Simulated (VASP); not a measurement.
Wanted: the native input for a VASP 6.6.1 run.

| Property | Result |
| --- | --- |
| Task | relaxation of cell and atoms |
| Functional | revPBE |
| Dispersion | dDsC |
| Potentials or basis | VASP PAW PBE potentials, release 64 (Li_sv) |
| Cutoff | 600 eV |
| k mesh | 10 × 10 × 10 |
| Occupations | gaussian, width 0.01 eV |
| Spin | no spin polarisation |
| Further INCAR settings | ALGO = Normal; EDIFF = 1e-06; IBRION = 2; EDIFFG = -0.01; NSW = 60; ISIF = 3 |

The structure of Li lies in POSCAR:

```
Li
1.0
    2.8904960000      0.0273820000     -0.0324920000
   -1.4215340000      2.5646200000      0.0134080000
   -0.0300450000     -0.0030300000      2.7194190000
Li
1
Cartesian
   -0.1329831319     -0.1350395237     -0.0006475739
```

The cell was built by a generator and needn't be a form met in nature.

The cell isn't the ideal one: cell strained at random at fixed volume.

The input as run:

INCAR

```
SYSTEM = Li
PREC = Accurate
ENCUT = 600
EDIFF = 1E-6
ISMEAR = 0
SIGMA = 0.01
LREAL = .False.
LASPH = .True.
NELM = 60
ALGO = Normal
ISIF = 3
LWAVE = .False.
LCHARG = .False.
GGA = RE
IVDW = 4
IBRION = 2
NSW = 60
EDIFFG = -0.01
```

KPOINTS

```
regular mesh
0
Gamma
  10 10 10
  0 0 0
```

Potentials or basis: VASP PAW PBE potentials, release 64 (Li_sv).

Command:

```sh
$ cat potpaw_PBE.64/Li_sv/POTCAR > POTCAR
$ mpirun -np 1 vasp_std > vasp.out
```

Results of the run:

| Item | Value |
| --- | --- |
| Relaxed volume | 19.64 Å³/atom |
| Relaxed cell | a = 2.918 Å, b = 2.913 Å, c = 2.645 Å, α = 89.43°, β = 91.44°, γ = 119.10° |
| Space group after relaxing (to 0.05 Å) | C2/m (No. 12) |
| Energy gained by relaxing | 3.1 meV/atom |
| Ionic steps | 7 |
| Pressure after relaxing | 0.0 GPa |
| Band gap on the k mesh | none (metal or under the smearing width) |
| Dispersion energy per atom | -0.088 eV |

Caveat: the cutoff is under 1.25 times the usual one of these potentials, so pressure, stress and relaxed cells hold a basis-set (Pulay) error; the PAW data sets were made with another functional, which shifts forces and pressure a little; pairwise dispersion overbinds metals, which lowers pressure and volume.

Wall time 2 min on 1 thread of Intel(R) Xeon(R) Platinum 8488C (Sapphire Rapids), with other jobs on the host, peak memory 0.17 GiB.
